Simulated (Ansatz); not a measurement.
HfN:

```
Hf N
1.0
     3.13391    0.00000    0.00000
    -1.56695    2.71404    0.00000
     0.00000    0.00000    5.41677
Hf N
2 2
Cartesian
  0.0000 1.8094 1.3542
  1.5670 0.9047 4.0626
  0.0000 0.0000 2.7084
  0.0000 0.0000 0.0000
```

The cell comes from a database or a generator and needn't be the stable form of this composition.

* Program: Ansatz 0.2.0
* Task: single point
* Functional: PBEsol
* Potentials or basis: Ansatz PAW
* Cutoff: 420 eV (not typed: the program's choice for these potentials)
* k mesh: 10 × 10 × 5
* Occupations: fermi-dirac, width 0.05 eV
* Spin: no spin polarisation

On this cell: pressure -2.5 GPa; largest force under 0.003 eV/Å; band gap on the k mesh none (metal or under the smearing width).

The same run follows on a disturbed copy (atoms moved at random, drawn with an rms of 0.05 Å):

```xyz
4
Lattice="3.1339 0.0000 0.0000 -1.5670 2.7140 0.0000 0.0000 0.0000 5.4168" Properties=species:S:1:pos:R:3 pbc="T T T"
Hf    0.0206    1.7754    1.3568
Hf    1.5469    0.9110    4.0622
N     0.0295   -0.0096    2.6638
N     0.0109    0.0061   -0.0361
```

Task: What changes?

Result: The energy (extrapolated to zero smearing) moves by +7.9 meV/atom; pressure -2.0 GPa; largest force 0.571 eV/Å; band gap on the k mesh none (metal or under the smearing width).

Forces on the atoms (eV/Å):
```
Hf  -0.007  0.311 -0.442
Hf   0.385 -0.071 -0.375
N   -0.277 -0.045  0.497
N   -0.100 -0.196  0.320
```

Stress tensor (GPa, compression positive):
```
-1.46 -0.36 -0.10
-0.36 -1.95 -0.02
-0.10 -0.02 -2.71
```

Caveats: the PAW data sets come from PBE, with cores solved anew for the run's functional, which leaves a small shift of forces and pressure.
